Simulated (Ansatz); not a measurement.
**How far is PAW off for CdS?**

```xyz
4
Lattice="4.0521 0.0000 0.0000 -2.0261 3.5092 0.0000 0.0000 0.0000 6.7490" Properties=species:S:1:pos:R:3 pbc="T T T"
Cd    0.0000    2.3395    0.0000
Cd    2.0261    1.1697    3.3745
S     0.0000    2.3395    2.5984
S     2.0261    1.1697    5.9729
```

Atoms are numbered in the order listed.

The geometry is COD entry 9008862, unchecked; take it as a test cell. It differs from other determinations. The listed cell was then made from it by scaling, straining or moving an atom.

All numbers are computed: DFT, LDA, PAW with Ansatz's default frozen-core files, scalar-relativistic (Ansatz 0.2.0); DFT, LDA, all-electron LAPW, scalar-relativistic (Ansatz 0.2.0).

For PAW: a Γ-centred 8×8×4 k mesh, Fermi–Dirac smearing of 0.02 eV, cutoff 420 eV, no spin polarisation; the PAW files were made with PBE, and the program remakes their frozen cores for this functional. LAPW targets a basis error of 1 meV/atom. The Ansatz runs share mesh, smearing and spin set-up. Plane-wave (PAW) pressures include the program's estimate of the Pulay term.

Stress and pressure are positive in compression.

The change that made this cell: equal xx and yy strain of -2 %.

PAW results:

```tsv
quantity	PAW
pressure (GPa)	-0.06
stress xx (GPa)	1.40
stress zz (GPa)	-2.99
force on Cd1, z (eV/Å)	0.398
force on S3, z (eV/Å)	-0.398
band gap (eV)	1.010
```

Q: What does all-electron LAPW give for the same quantities?

A: 
```csv
quantity,LAPW
pressure (GPa),-0.04
stress xx (GPa),1.43
stress zz (GPa),-2.97
"force on Cd1, z (eV/Å)",0.399
"force on S3, z (eV/Å)",-0.399
band gap (eV),1.008
```
